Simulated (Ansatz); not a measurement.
Density of states of TaSi2 (P6_422, a = 4.761 Å, b = 4.761 Å, c = 6.556 Å, α = 90.00°, β = 90.00°, γ = 120.00°), in states per eV and primitive cell, averaged over bins of 0.3 eV. Method: Ansatz 0.2.0, DFT PBEsol, scalar-relativistic, plane waves, PAW.

Plane waves to 420 eV, a k mesh through Γ of 12×12×6 on the computed 9-atom cell and Gaussian smearing (0.10 eV); no spin polarisation.

The cell is relaxed at this level. The states (both spins) are summed by tetrahedra on a 18×18×9 mesh at the self-consistent density. Energies are bin centres; the table starts no lower than −8 eV and ends at 6 eV, or lower where the solved bands end.

It is a metal at this level.

```
E − E_F (eV) total Ta 5d Si 3p Si 3s Ta 6s
       -7.90   2.71   0.57   0.83   1.13   0.13
       -7.60   2.22   0.49   0.63   0.94   0.11
       -7.30   2.52   0.51   0.78   1.04   0.13
       -7.00   2.60   0.56   0.81   1.04   0.13
       -6.70   1.77   0.40   0.61   0.62   0.10
       -6.40   1.52   0.34   0.70   0.35   0.10
       -6.10   2.12   0.47   1.16   0.30   0.14
       -5.80   3.99   0.90   2.41   0.38   0.21
       -5.50   2.97   0.73   1.67   0.37   0.14
       -5.20   3.84   0.92   2.25   0.42   0.16
       -4.90   2.97   0.77   1.61   0.35   0.15
       -4.60   3.71   1.05   2.00   0.37   0.20
       -4.30   3.24   1.00   1.63   0.34   0.20
       -4.00   3.05   0.97   1.48   0.36   0.16
       -3.70   3.40   1.08   1.67   0.43   0.12
       -3.40   4.01   1.35   1.93   0.49   0.12
       -3.10   5.10   1.97   2.39   0.45   0.12
       -2.80   8.03   3.41   3.79   0.44   0.12
       -2.50   8.25   3.83   3.80   0.29   0.07
       -2.20  12.42   6.34   5.32   0.29   0.06
       -1.90   6.17   3.10   2.60   0.21   0.02
       -1.60   4.74   2.60   1.71   0.23   0.02
       -1.30   3.54   2.20   1.04   0.16   0.01
       -1.00   2.33   1.50   0.63   0.10   0.01
       -0.70   1.79   1.18   0.46   0.07   0.01
       -0.40   1.58   1.07   0.37   0.07   0.01
       -0.10   3.30   2.23   0.81   0.09   0.01
        0.20   3.11   2.13   0.65   0.13   0.02
        0.50   1.74   1.22   0.32   0.08   0.01
        0.80   2.15   1.47   0.37   0.14   0.02
        1.10   2.19   1.34   0.44   0.24   0.03
        1.40   3.40   1.35   1.07   0.70   0.08
        1.70   3.21   1.26   1.03   0.51   0.19
        2.00   4.95   2.07   1.60   0.67   0.22
        2.30   6.22   2.93   1.70   0.73   0.31
        2.60   6.72   2.90   1.81   0.80   0.48
        2.90   6.40   2.65   1.63   0.82   0.51
        3.20   6.03   2.22   1.59   0.66   0.57
        3.50   5.76   2.40   1.42   0.63   0.49
        3.80   7.38   3.13   1.89   0.90   0.44
        4.10   7.35   3.21   1.70   0.96   0.47
        4.40   6.45   2.62   1.64   0.89   0.45
        4.70   5.97   2.24   1.77   0.72   0.41
        5.00   5.16   1.74   1.66   0.62   0.33
        5.30   5.24   1.51   1.71   0.54   0.44
        5.60   5.22   1.45   1.76   0.50   0.39
```

The columns after the total are the main Löwdin projections on the occupied valence shells of the potentials; 2 others are left out. The rest of the total lies in those, in shells that are empty in the free atom, which aren't projected, and between the atoms.

Spin-orbit coupling is left out, which matters for the bands of heavy elements.

Cost: 1 run of about 3 core-minutes, on Intel Xeon 6975P-C (Granite Rapids) (shared hosts).